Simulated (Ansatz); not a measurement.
The system is CuO.

```xyz
4
Lattice="1.9910 -2.1536 0.0000 1.9910 2.1536 0.0000 0.0000 0.0000 5.1559" Properties=species:S:1:pos:R:3 pbc="T T T"
Cu    0.9955   -1.0768    0.0000
Cu    0.9955    1.0768    2.5780
O     1.9910    0.0000    1.2890
O     1.9910    0.0000    3.8669
```

Measurements of this composition are mostly on another form, of space group No. 15.

| Property | Result |
| --- | --- |
| Program | Ansatz 0.2.0 |
| Task | relaxation of cell and atoms |
| Functional | PBEsol |
| Potentials or basis | Ansatz PAW |
| Cutoff | 420 eV (not typed: the program's choice for these potentials) |
| k mesh | 9 × 9 × 5 |
| Occupations | fermi-dirac, width 0.05 eV |
| Spin | no spin polarisation |
| Hubbard terms | Cu d U = 4 eV |

At the start: volume 11.05 Å³/atom.

Question: How do energy, volume and symmetry change on relaxing?

Answer: It ends after 10 steps and the volume is 10.80 Å³/atom (-2.3 %); space group P4_2/mmc (No. 131, to 0.05 Å).

Step by step:
| step | energy change (eV) | largest force (eV/Å) | volume (Å³) |
| --- | --- | --- | --- |
| 1 | 0.0000 | 0.0000 | 44.21 |
| 2 | -0.0126 | 0.0000 | 43.70 |
| 3 | -0.0194 | 0.0000 | 43.12 |
| 4 | -0.0199 | 0.0000 | 43.22 |
| 5 | -0.0200 | 0.0000 | 43.21 |
| 6 | -0.0169 | 0.0000 | 43.21 |
| 7 | -0.0173 | 0.0000 | 43.19 |
| 8 | -0.0174 | 0.0000 | 43.19 |
| 9 | -0.0175 | 0.0000 | 43.20 |
| 10 | -0.0175 | 0.0000 | 43.20 |

Final structure:
```xyz
4
Lattice="2.0477 -2.0638 0.0000 2.0477 2.0638 0.0000 0.0000 0.0000 5.1109" Properties=species:S:1:pos:R:3 pbc="T T T"
Cu    1.0238   -1.0319    0.0000
Cu    1.0238    1.0319    2.5554
O     2.0477    0.0000    1.2777
O     2.0477    0.0000    3.8331
```

Caveat: the plane-wave basis is chosen anew once the cell has moved, so the energies of steps on either side of that aren't comparable; the pressure holds a Pulay correction of +0.7 GPa for the finite cutoff; the run has no spin polarisation, though such a crystal can be magnetic; U without spin polarisation on a metal has little footing; the PAW data sets come from PBE, with cores solved anew for the run's functional, which leaves a small shift of forces and pressure.
